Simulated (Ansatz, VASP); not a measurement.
# Two plane-wave programs on Fe

```xyz
2
Lattice="0.0000 1.7545 1.7545 1.7545 0.0000 1.7545 3.5090 3.5090 0.0000" Properties=species:S:1:pos:R:3 pbc="T T T"
Fe    0.0000    0.0000    0.0000
Fe    1.7545    1.7545    0.0000
```

Alike in both runs: task single point; functional PBE; k mesh 12 × 12 × 6; occupations fermi-dirac, width 0.1 eV; collinear spin.

|  | VASP | Ansatz |
| --- | --- | --- |
| version | VASP 6.6.1 | Ansatz 0.2.0 |
| potentials or method | VASP PAW PBE potentials, release 64 (Fe) | PAW, plane waves, scalar-relativistic |
| plane-wave cutoff (eV) | 520 | 420 |
| valence electrons in the cell | 16 | 32 |

```tsv
	VASP	Ansatz	Ansatz less VASP
pressure (GPa)	-3.2	-3.4	-0.20
net moment per atom (μB)	1.23	1.17	-0.056
size of the moment on the site where the two differ most (μB)	1.22	1.19	-0.029
```

Site moments also hang on the region over which each program counts them. The two sets of potentials don't hold the same shells in valence.

Caveats: the moment fell far below its start of 4 μB, so a state of higher moment may lie lower in energy (VASP).
